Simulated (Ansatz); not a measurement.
Input of an Ansatz 0.2.0 run:

File input.yaml:

```yaml
crystal:
  lattice:
    - [0.0, 2.135235, 2.135235]
    - [2.135235, 0.0, 2.135235]
    - [2.135235, 2.135235, 0.0]
  atoms:
    - { symbol: Ga, position: [0.0, 0.0, 0.0] }
    - { symbol: "N", position: [0.5, 0.5, 0.5] }
hamiltonian:
  xc: pbe
  pseudopotentials: { kind: paw }
kpoints:
  mp_grid: { grid: [11, 11, 11] }
scf:
  occupations: { method: gaussian, width: 0.026 }
output:
  forces: true
  stress: true
  eigenvalues: true
  write_density: true
  write_potential: true
  elf: true
  volumetric_format: npy
```

Potentials or basis: Ansatz PAW.

The run is started by

```bash
$ ansatz run input.yaml --threads 2 --pin off --max-ram 5632MiB --backend cpu --events-out ev --progress --plain --runs-dir out
```

Q: Predict the band gap on the k mesh.

A: 0.55 eV, indirect (least direct gap 2.36 eV).

Q: Predict the pressure.

A: -0.3 GPa.

Caveat: odd divisions of the mesh miss points on the zone boundary, where band edges often lie, so the gap on the mesh can be too wide; the pressure holds a Pulay correction of +0.6 GPa for the finite cutoff. A k mesh can miss the band edges.
